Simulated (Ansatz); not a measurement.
# SiC (Moissanite) (P6_3mc) in Ansatz: band structure with B3LYP5

Aim: the band structure of SiC (Moissanite) with B3LYP5.

Program: Ansatz 0.2.0. These are calculated values, not measurements. Logs are shortened: lines on timing, memory, paths and dates and some standing lists are left out, and cuts for length are marked.

### Step 1. The crystal as given

It takes space group P6_3mc (No. 186, hexagonal). The conventional cell has a = 3.076 Å, b = 3.076 Å, c = 5.048 Å, α = 90.00°, β = 90.00°, γ = 120.00°. Si (site symmetry 3m) has 4 C at 1.87 to 1.94 Å as nearest neighbours. C (site symmetry 3m) is surrounded by 4 Si at 1.87 to 1.94 Å.

### Step 2. Band structure, B3LYP5

input.yaml reads:

```yaml
crystal:
  lattice:
    - [3.076, 0.0, 0.0]
    - [-1.538, 2.663894142, 0.0]
    - [0.0, 0.0, 5.048]
  atoms:
    - { symbol: Si, position: [0.6666666667, 0.3333333333, 0.5] }
    - { symbol: Si, position: [0.3333333333, 0.6666666667, 0.0] }
    - { symbol: C, position: [0.6666666667, 0.3333333333, 0.885] }
    - { symbol: C, position: [0.3333333333, 0.6666666667, 0.385] }
hamiltonian:
  xc: b3lyp5
  pseudopotentials: { kind: paw }
kpoints:
  mp_grid: { grid: [6, 6, 3] }
  band_path:
    path:
      - [[0.0, 0.0, 0.0], [0.5, 0.0, 0.0], [0.3333333333, 0.3333333333, 0.0], [0.0, 0.0, 0.0], [0.0, 0.0, 0.5], [0.5, 0.0, 0.5], [0.3333333333, 0.3333333333, 0.5], [0.0, 0.0, 0.5]]
      - [[0.5, 0.0, 0.5], [0.5, 0.0, 0.0]]
      - [[0.3333333333, 0.3333333333, 0.0], [0.3333333333, 0.3333333333, 0.5]]
    npoints: 4
scf:
  occupations: { method: fermi_dirac, width: 0.05 }
  n_extra_bands: 10
output:
  forces: true
  stress: true
  eigenvalues: true
  fatbands: false
```

Potentials or basis: Ansatz PAW.

The run is started by

```bash
> ansatz run input.yaml --threads 2 --pin off --max-ram 5632MiB --backend cpu --events-out ev --progress --plain --runs-dir out
```

The program printed:

```text
Warning: output.stress: scf.convergence.dr2_threshold = 1e-7 eV (the SCF's general default) is looser than the 4e-10 eV advised for a printed stress (1e-10 eV for each atom of the cell: 4). What an SCF threshold leaves in a stress goes as its square root, and in the free energy as the threshold itself, and one threshold admits the most on a small cell: of the crystals measured, under no hybrid functional and no lock of the moments, on runs that ended without the residual-converged pass, on stresses that held no estimate of that error, the worst erred by over 100 MPa in a component at 1e-7 eV an atom and by under 5 at 1e-10. Set scf.convergence.dr2_threshold to 4e-10 eV or tighter. The threshold is an SCF's pass mark: one that does not reach it within its budget of iterations ends unconverged, or closes short of it on a stop that the run arms, and scf.convergence.dr2_threshold's page says what that costs each kind of run
Warning: output.stress: scf.exx.energy_threshold = 1e-6 eV is looser than the 4e-8 eV advised for a stress under a hybrid functional (1e-8 eV for each atom of the cell: 4). Every SCF of the exchange loop can meet its threshold on dr2 while the loop round them stops early: no threshold on dr2 bounds what that leaves in the stress. Set scf.exx.energy_threshold to 4e-8 eV or tighter. The threshold is the loop's pass mark: a loop that does not reach it within its budget of cycles ends unconverged, and scf.exx.energy_threshold's page has the law
Warning: RAYON_NUM_THREADS=2 ignored (pool sized by the plan → 2); use --threads N
scf.n_extra_bands = 10 over 8 filled bands (N_el = 16.0): the run solves 18 bands
Engine: ansatz 0.2.0, x86_64-unknown-linux-gnu
Pseudopotentials: kind: paw
Pseudopotential: Si, paw, valence charge 4, recommended cutoff 420 eV (normal), Si.paw.azcp
Pseudopotential: C, paw, valence charge 4, recommended cutoff 420 eV (normal), C.paw.azcp
Functional definition: B3LYP5
  parameter a0 = 0.2
  parameter ax = 0.72
  parameter ac = 0.81
  exchange = (1 - a0 - ax)*slater_x + ax*b88_x + a0*exact_x
  correlation = (1 - ac)*vwn5_c + ac*lyp_c
Crystal: 4 atoms, lattice volume = 41.364 Å³
Basis set: ecut = 420 eV, 785 PW (Γ), exchange–correlation on 48×48×72 points (8 copies of the dense FFT grid, shifted against one another)
Bands: 18, of which v1, the nominal top of the filled ones, is band 8 counted from 1 (7 counted from 0)
Symmetry: 12 space group operations
Space group: P63mc (ITA 186), of the structure as read, at distance tolerance 3.5e-5 Å
k-points: 14 of 108 (time reversal used)
Non-local potential: Si, projectors of the file, l = 0: 2, l = 1: 2, l = 2: 2
Non-local potential: C, projectors of the file, l = 0: 2, l = 1: 2, l = 2: 1
PAW form: soft (Blöchl's): semilocal exchange-correlation on the pseudo side does not see the compensation charge
PAW frozen core: Si, regenerated for the run's functional, and the local potential with it (the file was generated under x = pbe(κ = 0.804, μ = 0.2195149727645171), c = pbe(β = 0.06672455060314922))
PAW frozen core: C, regenerated for the run's functional, and the local potential with it (the file was generated under x = pbe(κ = 0.804, μ = 0.2195149727645171), c = pbe(β = 0.06672455060314922))
PAW one-centre angular grid: Si, 110 points (default); XC on 64 Gauss nodes
PAW one-centre angular grid: C, 110 points (default); XC on 64 Gauss nodes
Initial density: superposition of atomic densities (neutral atoms: chi_scale 0, normalization atom), corrected by the library's trained network
Initial wavefunctions: pseudopotential atomic-orbital guess
Functional: x = 0.1 slater + 0.9 b88, c = 0.19 vwn5 + 0.81 lyp, warm-up for x = 0.08 slater + 0.72 b88 + 0.2 exact, c = 0.19 vwn5 + 0.81 lyp
SCF iter   1: F=—  HF=-1778.499450 eV  |F-HF|=—  |Δ(HF+E_count)|=         —  Δρ=1.39e-2  dr2=8.07e-2  ethr=1.77e-3  ⟨swp⟩=8.4  Hψ=1257  notcnv=0
preconditioner: auto → none  [insulator: Δε(μ)=2.821 eV  Ē_g=15.180 eV  σ=0.050 eV  W_gap=1.00  n_scr=2 (ndim 8)  ℏωp=23.1 eV  f_vac=0.000  D(μ)=0.00/eV (n_scr^D=0)]
SCF iter   2: F=—  HF=-1778.475127 eV  |F-HF|=—  |Δ(HF+E_count)|=   2.43e-2  Δρ=4.82e-3  dr2=9.86e-3  ethr=5.04e-4  ⟨swp⟩=3.1  Hψ=522  notcnv=0  defer=1
iter 3 solved again at ethr=2.85e-7 eV; its pass at ethr=6.16e-5 eV (dr2=4.56e-5 eV) is discarded
SCF iter   3: F=-1778.472092 eV  HF=-1778.472104 eV  |F-HF|=1.26e-5  |Δ(HF+E_count)|=   3.02e-3  Δρ=3.94e-4  dr2=5.17e-5  ethr=2.85e-7  ⟨swp⟩=3.4  Hψ=986  notcnv=0
SCF 1 stopped early in 3 iterations: F = -1778.472092 eV  dr2 = 5.17e-5
Initial density: handed on by an earlier stage of this run
Initial wavefunctions: those handed on with the density
Functional: x = 0.08 slater + 0.72 b88 + 0.2 exact, c = 0.19 vwn5 + 0.81 lyp
Frozen-core exchange: fock
SCF iter   1: F=—  HF=-1780.737312 eV  |F-HF|=—  |Δ(HF+E_count)|=         —  Δρ=4.70e-3  dr2=4.97e-3  ethr=3.23e-6  ⟨swp⟩=6.1  Hψ=1195  notcnv=0
preconditioner: auto → none  [insulator: Δε(μ)=3.919 eV  Ē_g=17.388 eV  σ=0.050 eV  W_gap=1.00  n_scr=2 (ndim 8)  ℏωp=23.1 eV  f_vac=0.000  D(μ)=0.00/eV (n_scr^D=0)]
SCF iter   2: F=—  HF=-1780.735920 eV  |F-HF|=—  |Δ(HF+E_count)|=   1.39e-3  Δρ=2.23e-3  dr2=1.28e-3  ethr=3.23e-6  ⟨swp⟩=3.0  Hψ=444  notcnv=0
SCF iter   3: F=—  HF=-1780.739239 eV  |F-HF|=—  |Δ(HF+E_count)|=   3.32e-3  Δρ=5.47e-4  dr2=1.27e-4  ethr=3.23e-6  ⟨swp⟩=3.0  Hψ=436  notcnv=0
SCF iter   4: F=—  HF=-1780.739212 eV  |F-HF|=—  |Δ(HF+E_count)|=   2.70e-5  Δρ=6.37e-5  dr2=6.65e-6  ethr=6.92e-7  ⟨swp⟩=2.1  Hψ=366  notcnv=0
SCF iter   5: F=—  HF=-1780.739250 eV  |F-HF|=—  |Δ(HF+E_count)|=   3.78e-5  Δρ=6.09e-5  dr2=1.58e-6  ethr=5.95e-9  ⟨swp⟩=4.0  Hψ=770  notcnv=0
SCF iter   6: F=-1780.739249 eV  HF=-1780.739250 eV  |F-HF|=1.88e-7  |Δ(HF+E_count)|=   3.47e-7  Δρ=3.40e-6  dr2=2.05e-7  ethr=5.95e-9  ⟨swp⟩=2.9  Hψ=404  notcnv=0
SCF 2 stopped early in 6 iterations: F = -1780.739249 eV  dr2 = 2.05e-7
  Residual-converged pass: ⟨swp⟩=3.0  Hψ=460  notcnv=0  max |occ|·‖R‖ = 6.2e-6 eV (tolerance 6.7e-6 eV)  dr2=2.06e-7  dr2_onsite=1.90e-10  max |Δocc| = 8.7e-25
hybrid outer 1: dexx = +3.959e-3 eV, tail = 2.66e-6 eV
Frozen-core exchange: fock
SCF iter   1: F=—  HF=-1780.739235 eV  |F-HF|=—  |Δ(HF+E_count)|=         —  Δρ=2.02e-5  dr2=1.24e-7  ethr=8.32e-8  ⟨swp⟩=4.4  Hψ=732  notcnv=0
preconditioner: auto → none  [insulator: Δε(μ)=3.945 eV  Ē_g=17.392 eV  σ=0.050 eV  W_gap=1.00  n_scr=2 (ndim 8)  ℏωp=23.1 eV  f_vac=0.000  D(μ)=0.00/eV (n_scr^D=0)]
SCF iter   2: F=—  HF=-1780.739235 eV  |F-HF|=—  |Δ(HF+E_count)|=   1.57e-8  Δρ=6.37e-6  dr2=5.93e-9  ethr=6.22e-10  ⟨swp⟩=3.0  Hψ=430  notcnv=0
SCF iter   3: F=-1780.739235 eV  HF=-1780.739235 eV  |F-HF|=2.66e-10  |Δ(HF+E_count)|=   1.93e-8  Δρ=1.27e-6  dr2=5.22e-10  ethr=2.69e-11  ⟨swp⟩=3.3  Hψ=517  notcnv=0  defer=1
SCF 3 converged in 3 iterations: F = -1780.739235 eV  dr2 = 5.22e-10
  Residual-converged pass: ⟨swp⟩=3.0  Hψ=456  notcnv=0  max |occ|·‖R‖ = 5.7e-7 eV (tolerance 6.3e-7 eV)  dr2=5.43e-10  dr2_onsite=1.06e-11  max |Δocc| = 1.6e-28
hybrid outer 2: dexx = +2.725e-8 eV, tail = 1.62e-9 eV, Δε = 6.16e-4 eV (about 1.63e-5 eV left of the loop's levels), ΔF = 3.35e-4 eV/Å (tail 8.28e-5)
NSCF: frozen V_eff on 39 k-points
hybrid SCF converged: 2 outer / 9 inner (+3 warm-up), last move |dexx| = 2.73e-8 eV, tail = 1.62e-9 eV
Stability not checked: this state was not tested for a lower state beside it, because the functional holds exact exchange (a hybrid, or Hartree-Fock), whose exchange loop this test does not read (fock_operator; see scf.lower_state_search)
Free energy (F): -1780.739235 eV
Frozen-core exchange: fock
Harris-Foulkes:  -1780.739235 eV  (|F-HF|=2.66e-10)
Internal energy: -1780.739235 eV  (E = F + TS)
E sigma→0 (E₀):  -1780.739235 eV
Fermi energy:    11.274496 eV
--- Per-component energies (eV) ---
  E_band       = 42.777766
  E_kinetic    = 274.698671
  E_local      = -217.134099  (includes V_loc(G=0)·N_el)
  E_nonlocal   = 105.177895
  E_hartree    = 67.922976
  E_xc         = -170.660736
  E_vxc        = -175.774277  (∫ρ·V_xc dr)
  E_exx        = -29.754671  (= α·E_x^exact, valence–valence)
  E_paw        = -1242.351037  (= ΣΔE_a)
  E_vpaw       = -20.526845  (= ΣTr[D̂ρ^β])
  E_aug_tail   = 0.000029  (compensation charges beyond the density's cutoff)
  E_ewald      = -568.570884
  E_core_change = -0.067379  (= ΣΔE_core)
  E_smearing   = -0.000000  (= −TS)
  E_closure    = 0.000000  (closes the sum)
  Σ components = -1780.739235   (vs F -1780.739235, Δ=0.00e0)
--- Forces (eV/Å), atoms counted from 1 ---
  atom   1  Si    -0.00000000     0.00000000     0.77566186
  atom   2  Si     0.00000000    -0.00000000     0.77566186
  atom   3  C      0.00000000     0.00000000    -0.77567253
  atom   4  C      0.00000000    -0.00000000    -0.77567253
  max |Σ_I F_I| component: 2.13e-5 eV/Å
--- Stress (GPa, compression-positive) ---
        4.571291       0.000000       0.000000
        0.000000       4.571291       0.000000
        0.000000       0.000000       0.612901
  P = ⅓ Tr σ = 3.2518 GPa (32.518 kbar)
--- Band table (eV; the first three rows and the last of 14) ---
  k-point 0: bands = ["-7.5993", "-3.9351", "0.0811", "7.6269", "7.6269", "8.9958", "8.9958", "9.3195", "15.5792", "17.0921", "17.5025", "17.5025", "18.6163", "19.8206", "19.8206", "22.5780", "22.5780", "22.7651"]
  k-point 1: bands = ["-7.0310", "-5.4367", "2.5406", "6.6910", "7.9294", "7.9294", "8.6092", "8.6092", "16.0966", "17.4925", "17.7710", "17.7710", "18.8584", "18.8584", "18.9781", "21.5019", "24.2925", "24.2925"]
  k-point 2: bands = ["-7.0903", "-3.5040", "0.5467", "5.3764", "6.9199", "7.3388", "8.6720", "8.9332", "15.6742", "17.5856", "18.0617", "18.1369", "18.4524", "20.1836", "20.4748", "20.8987", "22.1705", "22.4275"]
  k-point 13: bands = ["-2.6381", "-2.6381", "1.1184", "1.1184", "2.5432", "3.9237", "6.8747", "6.8747", "15.2809", "16.5711", "16.5711", "18.4605", "21.4152", "21.4152", "22.7529", "23.3223", "23.7782", "23.7782"]
```

Run time: 74 s. Hardware: 2 threads of INTEL XEON PLATINUM 8581C at 2.30GHz (Emerald Rapids), shared host; peak memory 0.77 GiB.

What came out:

```
Free energy             : -1780.7392 eV
Pressure                : 3.3 GPa
Largest force           : 0.776 eV/Å
Band gap on the k mesh  : 3.95 eV, indirect (least direct gap 5.81 eV)
Band gap along the path : 3.95 eV, indirect (least direct gap 5.81 eV)
```

Forces in eV/Å, atoms in the order of the input:
```
Si   0.000  0.000  0.776
Si   0.000  0.000  0.776
C    0.000  0.000 -0.776
C    0.000  0.000 -0.776
```

Levels at the corners of the path, in eV from the valence-band top:
| point | band 6 | band 7 | band 8 | band 9 | band 10 | band 11 |
| --- | --- | --- | --- | --- | --- | --- |
| Γ | -0.32 | -0.32 | 0.00 | 6.26 | 7.77 | 8.18 |
| M | -3.79 | -3.34 | -1.62 | 4.18 | 5.83 | 8.46 |
| K | -4.36 | -4.24 | -4.24 | 3.95 | 9.82 | 10.51 |
| Γ | -0.32 | -0.32 | 0.00 | 6.26 | 7.77 | 8.18 |
| A | -1.06 | -1.06 | -1.06 | 7.39 | 7.39 | 8.90 |
| L | -2.88 | -2.48 | -2.48 | 4.79 | 4.79 | 6.63 |
| H | -6.16 | -1.87 | -1.87 | 6.47 | 6.47 | 7.74 |
| A | -1.06 | -1.06 | -1.06 | 7.39 | 7.39 | 8.90 |
| L | -2.88 | -2.48 | -2.48 | 4.79 | 4.79 | 6.63 |
| M | -3.79 | -3.34 | -1.62 | 4.18 | 5.83 | 8.46 |
| K | -4.36 | -4.24 | -4.24 | 3.95 | 9.82 | 10.51 |
| H | -6.16 | -1.87 | -1.87 | 6.47 | 6.47 | 7.74 |

Caveat: the pressure holds a Pulay correction of +0.3 GPa for the finite cutoff; the PAW data sets come from PBE, with cores solved anew for the run's functional, which leaves a small shift of forces and pressure; the thresholds are loose for stress.
